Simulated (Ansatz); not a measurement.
## Course of a relaxation: NaH₈

The guess for NaH₈ was made by a generator: random cell by space group and Wyckoff sites (R3m, No. 160). Lengths were set from tabulated atomic sizes, so they are only a guess.

```cif
data_structure
_symmetry_space_group_name_H-M 'P 1'
_symmetry_Int_Tables_number 1
_cell_length_a 5.4074
_cell_length_b 5.4074
_cell_length_c 5.4074
_cell_angle_alpha 87.267
_cell_angle_beta 87.267
_cell_angle_gamma 87.267
_cell_volume 157.59
loop_
_atom_site_label
_atom_site_type_symbol
_atom_site_fract_x
_atom_site_fract_y
_atom_site_fract_z
_atom_site_occupancy
Na1 Na 0.50405 0.50405 0.50405 1
H1 H 0.01595 0.53377 0.01595 1
H2 H 0.01595 0.01595 0.53377 1
H3 H 0.53377 0.01595 0.01595 1
H4 H 0.62163 0.62163 0.62163 1
H5 H 0.51081 0.84404 0.51081 1
H6 H 0.51081 0.51081 0.84404 1
H7 H 0.84404 0.51081 0.51081 1
H8 H 0.91718 0.91718 0.91718 1
```

These are results of DFT PBE, scalar-relativistic, plane waves, PAW in Ansatz, not measurements. Cutoff 420 eV, Gaussian smearing, Γ-centred meshes. Cell and atoms relax first on a coarse mesh and then on a finer one. In between, the cell is made exact in the group found at 0.06 Å. In metals the finer mesh still leaves noise of several meV/atom or more. The steps can't lower the symmetry of their start. No spin polarisation.

Steps on the 3×3×3 mesh (9 atoms, 29 steps). The free energy counts from the last step; some steps are skipped; the plane-wave basis is renewed at times, which shifts energy and pressure.

```tsv
step	ΔF (meV/atom)	V (Å³/atom)	P (GPa)	largest force component (eV/Å)
1	1254.7	17.51	0.22	14.576
4	399.4	13.64	-4.94	2.207
7	107.9	9.00	-2.42	0.369
10	35.4	7.82	2.74	1.124
13	13.4	8.34	0.37	0.215
17	4.5	8.72	-0.31	0.066
20	1.7	8.36	1.01	0.266
23	-0.1	8.53	0.50	0.066
26	-1.2	8.92	0.09	0.056
29	0.0	8.93	-0.12	0.005
```

Steps on the 6×6×6 mesh (9 atoms, 15 steps). The free energy counts from the last step; some steps are skipped; the plane-wave basis is renewed at times, which shifts energy and pressure.

| step | ΔF (meV/atom) | V (Å³/atom) | P (GPa) | largest force component (eV/Å) |
| --- | --- | --- | --- | --- |
| 1 | 25.7 | 8.93 | 0.17 | 0.085 |
| 2 | 38.6 | 8.93 | -1.16 | 0.861 |
| 3 | 24.5 | 8.85 | -0.14 | 0.118 |
| 4 | 23.2 | 8.73 | -0.33 | 0.155 |
| 5 | 20.9 | 8.58 | -0.38 | 0.081 |
| 6 | 17.5 | 8.35 | -0.45 | 0.077 |
| 7 | 13.6 | 8.10 | -0.47 | 0.095 |
| 9 | 5.4 | 7.49 | -0.06 | 0.302 |
| 10 | 2.5 | 7.14 | 0.62 | 0.336 |
| 11 | 4.4 | 7.05 | -1.17 | 0.335 |
| 12 | 1.1 | 7.19 | -0.42 | 0.136 |
| 13 | 1.0 | 7.01 | -0.18 | 0.068 |
| 14 | 0.7 | 7.10 | 0.01 | 0.023 |
| 15 | 0.0 | 7.10 | 0.07 | 0.023 |

The relaxed structure, after a last relaxation on the converged mesh:

```cif
data_structure
_symmetry_space_group_name_H-M 'P 1'
_symmetry_Int_Tables_number 1
_cell_length_a 3.9971
_cell_length_b 3.9971
_cell_length_c 3.9971
_cell_angle_alpha 91.429
_cell_angle_beta 91.429
_cell_angle_gamma 91.429
_cell_volume 63.80
loop_
_atom_site_label
_atom_site_type_symbol
_atom_site_fract_x
_atom_site_fract_y
_atom_site_fract_z
_atom_site_occupancy
Na1 Na 0.00000 0.00000 0.00000 1
H1 H 0.66670 0.35914 0.66670 1
H2 H 0.66670 0.66670 0.35914 1
H3 H 0.35914 0.66670 0.66670 1
H4 H 0.35865 0.35865 0.35865 1
H5 H 0.33330 0.64086 0.33330 1
H6 H 0.33330 0.33330 0.64086 1
H7 H 0.64086 0.33330 0.33330 1
H8 H 0.64135 0.64135 0.64135 1
```

The symmetry goes from R3m (No. 160) to R-3m (No. 166). The volume per atom shrinks by 59.5 %, from 17.5 to 7.1 Å³. The shortest distance goes from 1.15 Å (Na–H) to 1.14 Å (H–H). The energy falls by about 1.3 eV/atom (the start's value is from the coarse mesh). The end is written in a standard setting, so origin, axes and order of atoms can differ from the start's. Around Na lie 8 H at 2.39–2.42 Å; around H on a site of symmetry m lie 1 H at 1.14 Å, 2 H at 1.34 Å, 3 H at 1.72–1.76 Å, 1 H at 2.21 Å and 1 Na at 2.39 Å; H on a site of symmetry 3m is surrounded by 3 H at 1.14 Å, 3 H at 1.72 Å, 1 H at 1.91 Å and 1 Na at 2.42 Å.

```
Volume per atom                             : 7.09 Å³
Density                                     : 0.81 g/cm³
Formation energy                            : +0.69 eV/atom
Gap on the 12×12×12 mesh of the 9-atom cell : 0 eV (a metal)
```

Energies over the elements count from the elements' standard structures at the same level (H₂ as a molecule), with no fitted energy shifts.

The last run used Gaussian smearing of 0.10 eV. The cell is a metal run without spin; a magnetic state may lie lower. With hydrogen, zero-point motion can shift formation energies by some tens of meV/atom. A structure relaxed within its symmetry needn't be a true minimum. In all, the 4 runs took 6.6 min on 1 thread of Intel(R) Xeon(R) Processor @ 2.50GHz (Skylake/Cascade Lake), on a shared host.
